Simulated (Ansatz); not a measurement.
# Converging the field response of a SiO2 (110) film, part 3 of 3

Aim: a convergence study of the equivalent conductor thickness of a SiO2 (110) film, with the cost of each setting.

Ansatz 0.2.0; plane-wave DFT, PBE, Ansatz PAW (the session's first sound run).

So far, equivalent conductor thickness p/(ε₀AE) (Å): step 2 (single point, setting first choice) 6.97; step 15 (single point, box 26.2 Å (run 5)) 6.97; step 16 (single point, box 26.2 Å (run 6)) 6.98; step 17 (run, box 26.2 Å (run 6)) 6.96; step 18 (run, box 26.2 Å (run 7)) 6.97.

## (19) Run, box 26.2 Å (run 8)

This step: plane-wave DFT, LDA, Ansatz PAW (Ansatz 0.2.0).

Input file input.yaml:

```yaml
crystal:
  lattice:
    - [2.67, 0.0, 0.0]
    - [0.0, 5.91141269, 0.0]
    - [0.0, 0.0, 26.2050408147]
  atoms:
    - { symbol: O, position: [0.0, 0.5, 0.3434453723] }
    - { symbol: Si, position: [0.0, 0.0, 0.3872084815] }
    - { symbol: Si, position: [0.5, 0.5, 0.3872084815] }
    - { symbol: O, position: [0.5, 0.806, 0.3872084815] }
    - { symbol: O, position: [0.5, 0.194, 0.3872084815] }
    - { symbol: O, position: [0.0, 0.5, 0.4309715907] }
    - { symbol: O, position: [0.0, 0.0, 0.4562368908] }
    - { symbol: Si, position: [0.0, 0.5, 0.5] }
    - { symbol: Si, position: [0.5, 0.0, 0.5] }
    - { symbol: O, position: [0.5, 0.306, 0.5] }
    - { symbol: O, position: [0.5, 0.694, 0.5] }
    - { symbol: O, position: [0.0, 0.0, 0.5437631092] }
    - { symbol: O, position: [0.0, 0.5, 0.5690284093] }
    - { symbol: Si, position: [0.0, 0.0, 0.6127915185] }
    - { symbol: Si, position: [0.5, 0.5, 0.6127915185] }
    - { symbol: O, position: [0.5, 0.806, 0.6127915185] }
    - { symbol: O, position: [0.5, 0.194, 0.6127915185] }
    - { symbol: O, position: [0.0, 0.5, 0.6565546277] }
kpoints:
  mp_grid: { grid: [10, 6, 1] }
hamiltonian:
  xc: lda
scf:
  occupations: { method: fixed }
  convergence: { dr2_threshold: 1.0e-10 }
efield:
  axis: 3
  dipole_correction: true
  ramp_position: 0.97
  ramp_width: 0.06
  amplitude: 0.1
output:
  write_potential: true
  write_density: true
  volumetric_format: npy
```

Run with:

```sh
$ ansatz run input.yaml --threads 4 --pin off --max-ram 6144MiB --backend cpu --events-out ev --progress --plain --runs-dir out
```

Numbers of over 12 decimals in the logs are rounded to 6 here.

Log:

```text
[...]
Crystal: 18 atoms, lattice volume = 413.607 Å³
Basis set: ecut = 420 eV, 8129 PW (Γ)
Bands: 66, of which v1, the nominal top of the filled ones, is band 48 counted from 1 (47 counted from 0)
Symmetry: 4 space group operations
k-points: 24 of 60
[...]
k-point 0: bands = [... 44 lower, -2.1156, -1.9787, -1.2479, -1.0349, 0.3359, 0.5936, 4.1925, 4.8832, ... 14 higher]
  k-point 1: bands = [... 44 lower, -2.0881, -1.9712, -1.3187, -1.1030, 0.4438, 0.6728, 4.3789, 4.9500, ... 14 higher]
  k-point 2: bands = [... 44 lower, -2.0347, -1.9564, -1.4571, -1.2399, 0.6272, 0.8312, 4.8281, 5.0914, ... 14 higher]
  k-point 23: bands = [... 44 lower, -1.8816, -1.6314, -1.4497, -1.2354, 1.0236, 1.2181, 6.2156, 6.3060, ... 14 higher]
[key lines of the parts left out:]
SCF converged after 13 iterations
Free energy (F): -10330.929347 eV
Fermi energy:    -1.000046 eV
Dipole field:    D = 0.026614 V/Å  (p = 0.060832 e·Å, saw-weighted, corrected)
```

Run time: 24 s. Hardware: 4 threads of Arm Neoverse V2, shared host; peak memory 1.2 GiB; 95 s of CPU time.

The dipole corresponds to a conductor 6.974 Å thick, +0.11 % from the first choice, at 1.00 times its CPU time.

## (20) Single point, box 26.2 Å (run 7)

This step: plane-wave DFT, r2SCAN, Ansatz PAW (Ansatz 0.2.0).

input.yaml, as its differences from that of step 19:

```diff
@@ -27,3 +27,3 @@
 hamiltonian:
-  xc: lda
+  xc: r2scan
 scf:
```

Log:

```text
[...]
Crystal: 18 atoms, lattice volume = 413.607 Å³
Basis set: ecut = 500 eV, 10451 PW (Γ), exchange–correlation on 80×180×768 points (64 copies of the dense FFT grid, shifted against one another)
Bands: 66, of which v1, the nominal top of the filled ones, is band 48 counted from 1 (47 counted from 0)
Symmetry: 4 space group operations
k-points: 24 of 60
[...]
k-point 0: bands = [... 44 lower, -2.0765, -1.9015, -1.2329, -1.0043, 0.9364, 1.2002, 5.1434, 5.7038, ... 14 higher]
  k-point 1: bands = [... 44 lower, -2.0521, -1.8945, -1.2990, -1.0685, 1.0358, 1.2790, 5.3298, 5.7739, ... 14 higher]
  k-point 2: bands = [... 44 lower, -2.0034, -1.8806, -1.4308, -1.1987, 1.2122, 1.4366, 5.7638, 5.9321, ... 14 higher]
  k-point 23: bands = [... 44 lower, -1.8833, -1.6201, -1.4017, -1.1695, 1.7040, 1.9192, 7.3328, 7.3956, ... 14 higher]
[key lines of the parts left out:]
SCF converged after 13 iterations
Free energy (F): -10672.902357 eV
Fermi energy:    -0.966395 eV
Dipole field:    D = 0.025872 V/Å  (p = 0.059136 e·Å, saw-weighted, corrected)
```

Wall time 49 s (4 threads); peak memory 2 GiB.

The dipole corresponds to a conductor 6.780 Å thick, -2.68 % from the first choice, at 2.0 times its CPU time.

## (21) Run, box 26.2 Å (run 9)

This step: plane-wave DFT, PBE, norm-conserving (Ansatz 0.2.0).

input.yaml, as its differences from that of step 20:

```diff
@@ -27,3 +27,4 @@
 hamiltonian:
-  xc: r2scan
+  xc: pbe
+  pseudopotentials: { kind: nc }
 scf:
```

Log:

```text
[...]
Crystal: 18 atoms, lattice volume = 413.607 Å³
Basis set: ecut = 1240 eV, 41041 PW (Γ)
Bands: 66, of which v1, the nominal top of the filled ones, is band 48 counted from 1 (47 counted from 0)
Symmetry: 4 space group operations
k-points: 24 of 60
[...]
k-point 0: bands = [... 44 lower, -1.7644, -1.6258, -0.9162, -0.7006, 0.6929, 0.9544, 4.6045, 5.2957, ... 14 higher]
  k-point 1: bands = [... 44 lower, -1.7381, -1.6188, -0.9862, -0.7680, 0.8019, 1.0352, 4.7885, 5.3565, ... 14 higher]
  k-point 2: bands = [... 44 lower, -1.6862, -1.6046, -1.1223, -0.9026, 0.9875, 1.1962, 5.2265, 5.4807, ... 14 higher]
  k-point 23: bands = [... 44 lower, -1.5468, -1.2953, -1.0976, -0.8802, 1.4202, 1.6200, 6.7058, 6.7870, ... 14 higher]
[key lines of the parts left out:]
SCF converged after 13 iterations
Free energy (F): -6274.202739 eV
Fermi energy:    -0.662367 eV
Dipole field:    D = 0.026525 V/Å  (p = 0.060628 e·Å, saw-weighted, corrected)
```

The job ended after 2.1 min (4 threads; peak memory 4.7 GiB).

The dipole corresponds to a conductor 6.951 Å thick, -0.22 % from the first choice, at 5.1 times its CPU time.

## (22) Single point, box 26.2 Å (run 8)

This step: plane-wave DFT, PBE, JTH PAW (Ansatz 0.2.0).

input.yaml, as its differences from that of step 21:

```diff
@@ -28,3 +28,3 @@
   xc: pbe
-  pseudopotentials: { kind: nc }
+  pseudopotentials: { kind: paw, source: jth }
 scf:
```

Log:

```text
[...]
k-point 0: bands = [... 44 lower, -1.7743, -1.6275, -0.9191, -0.7048, 0.7054, 0.9663, 4.5776, 5.3100, ... 14 higher]
  k-point 1: bands = [... 44 lower, -1.7474, -1.6202, -0.9893, -0.7725, 0.8164, 1.0485, 4.7597, 5.3705, ... 14 higher]
  k-point 2: bands = [... 44 lower, -1.6948, -1.6053, -1.1261, -0.9077, 1.0058, 1.2128, 5.1927, 5.4932, ... 14 higher]
  k-point 23: bands = [... 44 lower, -1.5502, -1.2969, -1.1028, -0.8871, 1.4369, 1.6348, 6.6682, 6.7274, ... 14 higher]
[key lines of the parts left out:]
SCF converged after 16 iterations
Free energy (F): -10636.569171 eV
Fermi energy:    -0.665431 eV
Dipole field:    D = 0.026576 V/Å  (p = 0.060746 e·Å, saw-weighted, corrected)
```

Run time: 2.9 min. Hardware: 4 threads; peak memory 5 GiB; 11 min of CPU time.

The dipole corresponds to a conductor 6.964 Å thick, -0.03 % from the first choice, at 7.1 times its CPU time.

## (23) Side by side

Times are for 4 threads of Arm Neoverse V2, shared host. Results by setting:

| no. | setting | equivalent conductor thickness p/(ε₀AE) (Å) | time | memory (GiB) |
| --- | --- | --- | --- | --- |
| 1 | first choice | 6.966 | 24 s | 1.2 |
| 2 | cutoff 250 eV | 6.975 | 13 s | 0.7 |
| 3 | cutoff 330 eV | 6.965 | 17 s | 0.93 |
| 4 | cutoff 600 eV | 6.966 | 40 s | 1.9 |
| 5 | mesh 1x1 | 7.547 | 1.1 s | 0.37 |
| 6 | mesh 2x1 | 7.155 | 1.6 s | 0.55 |
| 7 | mesh 5x3 | 6.969 | 6.7 s | 0.80 |
| 8 | mesh 20x12 | 6.966 | 81 s | 2.3 |
| 9 | vacuum 10 Å | 6.966 | 17 s | 0.93 |
| 10 | vacuum 14 Å | 6.967 | 21 s | 1.1 |
| 11 | vacuum 26 Å | 6.965 | 32 s | 1.5 |
| 12 | field 0.005 V/Å | 6.965 | 24 s | 1.2 |
| 13 | field 0.03 V/Å | 6.966 | 24 s | 1.2 |
| 14 | field 0.3 V/Å | 6.969 | 24 s | 1.2 |
| 15 | SCF threshold 1e-04 eV | 6.983 | 23 s | 1.2 |
| 16 | SCF threshold 1e-06 eV | 6.956 | 23 s | 1.2 |
| 17 | SCF threshold 1e-08 eV | 6.965 | 23 s | 1.2 |
| 18 | LDA, Ansatz PAW (420 eV) | 6.974 | 24 s | 1.2 |
| 19 | r2SCAN, Ansatz PAW (500 eV) | 6.780 | 49 s | 2.0 |
| 20 | PBE, norm-conserving (1240 eV) | 6.951 | 2.1 min | 4.7 |
| 21 | PBE, JTH PAW (1380 eV) | 6.964 | 2.9 min | 5.0 |

## (24) Results

| Quantity | Value |
| --- | --- |
| equivalent conductor thickness, first choice | 6.966 Å |
| equivalent conductor thickness, cutoff 600 eV | 6.966 Å |
| equivalent conductor thickness, mesh 1x1 | 7.547 Å |
| equivalent conductor thickness, mesh 2x1 | 7.155 Å |
| equivalent conductor thickness, vacuum 26 Å | 6.965 Å |
| equivalent conductor thickness, LDA, Ansatz PAW (420 eV) | 6.974 Å |
| equivalent conductor thickness, r2SCAN, Ansatz PAW (500 eV) | 6.780 Å |

What this shows: The first choice gives 6.97 Å. Numerical settings off by more than 1 % against it: mesh 1x1 (+8.3 %) and mesh 2x1 (+2.7 %). The cheapest single change that stays within 0.5 % is mesh 5x3, at 27 % of the CPU time. Functionals and files move it by +0.1 % (LDA, Ansatz PAW (420 eV)), -2.7 % (r2SCAN, Ansatz PAW (500 eV)), -0.2 % (PBE, norm-conserving (1240 eV)) and under 0.1 % (PBE, JTH PAW (1380 eV)). The film is symmetric and its atoms are held, so the dipole is the electronic response to the field alone. Times of a few seconds on a shared host rank the settings only roughly. In 1 run of the series (cutoff 250 eV) the program warns that electrons reach the sawtooth's ramp, which makes dipole and work function less sure.

[Logs are printed without paths, hosts, clocks, repeated set-up lines and the standing remarks that a program may print on its own settings, such as how far it seeks lower states.]

[Hosts, paths, dates, database ids (printed as entryN), source tags and the programs' standing remarks are cut or masked in the printed files.]

[Maps of the electrostatic potential energy from Ansatz leave out the sawtooth potential of an applied field or a dipole correction, so their vacuum need not be flat; planar profiles and work functions include it.]
